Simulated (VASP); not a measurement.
Au:

```
Au
1.0
     0.00000    2.03500    2.03500
     2.03500    0.00000    2.03500
     2.03500    2.03500    0.00000
Au
1
Direct
  0.00000 0.00000 0.00000
```

- Program: VASP 6.6.1
- Task: relaxation of cell and atoms
- Functional: BLYP
- Dispersion: D3
- Potentials or basis: VASP PAW PBE potentials, release 64 (Au)
- Cutoff: 600 eV
- k mesh: 11 × 11 × 11
- Occupations: fermi-dirac, width 0.05 eV
- Spin: no spin polarisation

At the start: pressure 10.0 GPa; volume 16.85 Å³/atom.

Task: How do energy, volume and symmetry change on relaxing?

Result: Over 3 steps the energy falls by 35.7 meV/atom and the volume is 18.14 Å³/atom (+7.6 %); space group Fm-3m (No. 225, to 0.05 Å).

Step by step:
```csv
step,energy change (eV),largest force (eV/Å),pressure (GPa),volume (Å³)
1,0.0000,0.0000,9.95,16.85
2,-0.0059,0.0000,-6.05,19.54
3,-0.0357,0.0000,-0.08,18.14
```

Final structure:
```
Au
1.0
     0.00000    2.08534    2.08534
     2.08534    0.00000    2.08534
     2.08534    2.08534    0.00000
Au
1
Direct
  0.00000 0.00000 0.00000
```

Caveat: the PAW data sets were made with another functional, which shifts forces and pressure a little; pairwise dispersion overbinds metals, which lowers pressure and volume.
